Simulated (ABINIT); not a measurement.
# MnF2 (P4_2/mnm) in ABINIT: reference runs, part 2 of 2

ABINIT 10.8.3 (patched build). Earlier steps stand in the parts before.

## Step 3: Single point, PBE, collinear spin, ferromagnetic start

Contents of run.py:

```python
import json, os
import numpy as np
from ase.units import GPa
from ase.calculators.abinit import Abinit, AbinitProfile
from ase.io import read

atoms = read('POSCAR')
atoms.set_initial_magnetic_moments([4.0, 4.0, 0.0, 0.0, 0.0, 0.0])

profile = AbinitProfile(command='mpirun --bind-to none -np 4 abinit', pp_paths=[os.path.abspath('pseudos')])
params = dict(
    pps='pawxml', xc='PBE',
    ecut=707.496,
    pawecutdg=1306.1465,
    pawxcdev=0,
    kptopt=1,
    ngkpt=[6, 6, 8],
    nshiftk=1,
    shiftk=[0.0, 0.0, 0.0],
    ixc=11,
    nband=37,
    occopt=3,
    tsmear=0.05,
    nstep=100,
    tolvrs=1e-09,
    prtwf=0,
    prtden=0,
)

atoms.calc = Abinit(profile=profile, directory='run', **params)
energy = atoms.get_potential_energy()
forces = atoms.get_forces()
stress = atoms.get_stress()
print(f'energy {energy:.6f} eV')
print('forces (eV/A)')
print(np.round(forces, 5))
print('stress (GPa, Voigt, tension positive)', np.round(stress / GPa, 4))
json.dump(dict(energy=energy, forces=forces.tolist(), stress=stress.tolist(), cell=atoms.cell.tolist(), frac=atoms.get_scaled_positions(wrap=False).tolist()), open('results.json', 'w'))
```

Contents of POSCAR:

```
MnF2
1.0
    4.8738000000      0.0000000000      0.0000000000
    0.0000000000      4.8738000000      0.0000000000
    0.0000000000      0.0000000000      3.3107000000
Mn F
2 4
Direct
    0.5000000000      0.5000000000      0.5000000000
    0.0000000000      0.0000000000      0.0000000000
    0.8053000000      0.1947000000      0.5000000000
    0.6947000000      0.6947000000      0.0000000000
    0.1947000000      0.8053000000      0.5000000000
    0.3053000000      0.3053000000      0.0000000000
```

Potentials or basis: JTH PAW PBE v2.0.

On the command line:

```bash
> python run.py
```

Output:

```text
energy -8364.268028 eV
forces (eV/A)
[[ 0.       0.      -0.     ]
 [ 0.       0.      -0.     ]
 [-0.03544  0.03544 -0.     ]
 [ 0.03544  0.03544 -0.     ]
 [ 0.03544 -0.03544 -0.     ]
 [-0.03544 -0.03544 -0.     ]]
stress (GPa, Voigt, tension positive) [-3.1825 -3.1825 -3.691   0.      0.      0.    ]
```

abinit.in:

```text
spinat
0.00000000000000 0.00000000000000 4.00000000000000
0.00000000000000 0.00000000000000 4.00000000000000
0.00000000000000 0.00000000000000 0.00000000000000
0.00000000000000 0.00000000000000 0.00000000000000
0.00000000000000 0.00000000000000 0.00000000000000
0.00000000000000 0.00000000000000 0.00000000000000
ecut 707.496 eV
ixc 11
kptopt 1
natom 6
nband 37
ngkpt
6 6 8
nshiftk 1
nsppol 2
nstep 100
occopt 3
pawecutdg 1306.1465 eV
pawxcdev 0
prtden 0
prtwf 0
shiftk
0.0 0.0 0.0
tolvrs 1e-09
tsmear 0.05 eV
#Definition of the unit cell
acell
1.00000000000000 1.00000000000000 1.00000000000000 Angstrom
rprim
4.87380000000000 0.00000000000000 0.00000000000000
0.00000000000000 4.87380000000000 0.00000000000000
0.00000000000000 0.00000000000000 3.31070000000000
chkprim 0 # Allow non-primitive cells
#Definition of the atom types
ntypat 2
znucl 9 25
#Enumerate different atomic species
typat
 2 2 1 1 1 1
pseudos "./pseudos/F.GGA_PBE-JTH.xml,
./pseudos/Mn.GGA_PBE-JTH.xml"
#Definition of the atoms
xcart
4.60507359605201 4.60507359605201 3.12815814240416
0.00000000000000 0.00000000000000 0.00000000000000
7.41693153380137 1.79321565830265 3.12815814240416
6.39828925435466 6.39828925435466 0.00000000000000
1.79321565830265 7.41693153380137 3.12815814240416
2.81185793774936 2.81185793774936 0.00000000000000
chkexit 1 # abinit.exit file in the running directory terminates after the current SCF
```

abinit.abo:

```text
.Version 10.8.3 of ABINIT
 Symmetries : space group P4_2/m n m (#136); Bravais tP (primitive tetrag.)
================================================================================
 Values of the parameters that define the memory need of the present run
     intxc =       0    ionmov =       0      iscf =      17    lmnmax =      18
     lnmax =       6     mgfft =      45  mpssoang =       3    mqgrid =    3001
     natom =       6  nloc_mem =       2    nspden =       2   nspinor =       1
    nsppol =       2      nsym =      16    n1xccc =       1    ntypat =       2
    occopt =       3   xclevel =       2
       mpw =        3382          nfft =       60750          nkpt =          50
Pmy_natom=         2
 PAW method is used; the additional fine FFT grid is defined by:
   mgfftf=        60    nfftf =    144000
[... 350 lines left out ...]
                       0.0000000000E+00  4.8738000000E+00  0.0000000000E+00
                       0.0000000000E+00  0.0000000000E+00  3.3107000000E+00
           strten     -1.0817035685E-04 -1.0817035685E-04 -1.2545543221E-04
                       0.0000000000E+00  0.0000000000E+00  0.0000000000E+00
           xangst      2.4369000000E+00  2.4369000000E+00  1.6553500000E+00
                      -4.5685250299E-11 -4.5685250299E-11 -3.1033036768E-11
                       3.9248711399E+00  9.4892885996E-01  1.6553500000E+00
                       3.3858288600E+00  3.3858288600E+00 -3.1033036768E-11
                       9.4892885996E-01  3.9248711399E+00  1.6553500000E+00
                       1.4879711399E+00  1.4879711399E+00 -3.1033036768E-11
             xred      4.9999999999E-01  4.9999999999E-01  4.9999999999E-01
                      -9.3736407525E-12 -9.3736407525E-12 -9.3735574858E-12
                       8.0529999999E-01  1.9469999999E-01  4.9999999999E-01
                       6.9469999999E-01  6.9469999999E-01 -9.3735574858E-12
                       1.9469999999E-01  8.0529999999E-01  4.9999999999E-01
                       3.0529999999E-01  3.0529999999E-01 -9.3735574858E-12
 Calculation completed.
```

It took 3.6 min on 4 threads of Arm Neoverse V1, shared host; peak memory 0.92 GiB.

Results:

```
Free energy                                           : -8364.2680 eV
Pressure                                              : 3.4 GPa
Largest force                                         : 0.050 eV/Å
Band gap on the k mesh                                : 1.08 eV, direct
Net moment                                            : 10.00 μB per cell
Site moments                                          : Mn +4.48; F +0.09 μB
Valence electrons inside the program's atomic spheres : Mn 12.98; F 5.67
```

Forces on the atoms (eV/Å):
```
Mn   0.000  0.000  0.000
Mn   0.000  0.000  0.000
F   -0.035  0.035  0.000
F    0.035  0.035  0.000
F    0.035 -0.035  0.000
F   -0.035 -0.035  0.000
```

Stress tensor (GPa, compression positive):
```
3.18 0.00 0.00
0.00 3.18 0.00
0.00 0.00 3.69
```

Caveat: only a ferromagnetic start was run, and an antiferromagnetic order may lie lower in energy. A k mesh can miss the band edges.
